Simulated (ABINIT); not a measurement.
The system is Hf.

```
Hf
1.0
    -1.80500    1.80500    1.80500
     1.80500   -1.80500    1.80500
     1.80500    1.80500   -1.80500
Hf
1
Direct
  0.00000 0.00000 0.00000
```

This isn't the form of Hf at room conditions, which is hcp.

| Item | Value |
| --- | --- |
| Program | ABINIT 10.8.3 (patched build) |
| Task | relaxation of cell and atoms |
| Functional | PBEsol |
| Potentials or basis | PseudoDojo NC SR PBEsol v0.4.1 standard |
| Cutoff | 789 eV |
| k mesh | 8 × 8 × 8 |
| Occupations | fermi-dirac, width 0.05 eV |
| Spin | no spin polarisation |

At the start: pressure -9.0 GPa; volume 23.52 Å³/atom.

Problem. Where does the relaxation end?

Solution. Over 5 steps the energy falls by 64.2 meV/atom and the volume is 21.39 Å³/atom (-9.0 %); space group Im-3m (No. 229, to 0.05 Å).

The path:
```csv
step,energy change (eV),largest force (eV/Å),pressure (GPa),volume (Å³)
1,0.0000,0.0000,-9.03,23.52
2,-0.0317,0.0000,-6.69,22.88
3,-0.0639,0.0000,0.64,21.27
4,-0.0642,0.0000,-0.03,21.40
5,-0.0642,0.0000,0.00,21.39
```

Final structure:
```
CELL_PARAMETERS angstrom
-1.74884 1.74884 1.74884
1.74884 -1.74884 1.74884
1.74884 1.74884 -1.74884
ATOMIC_POSITIONS crystal
Hf 0.00000 0.00000 0.00000
```
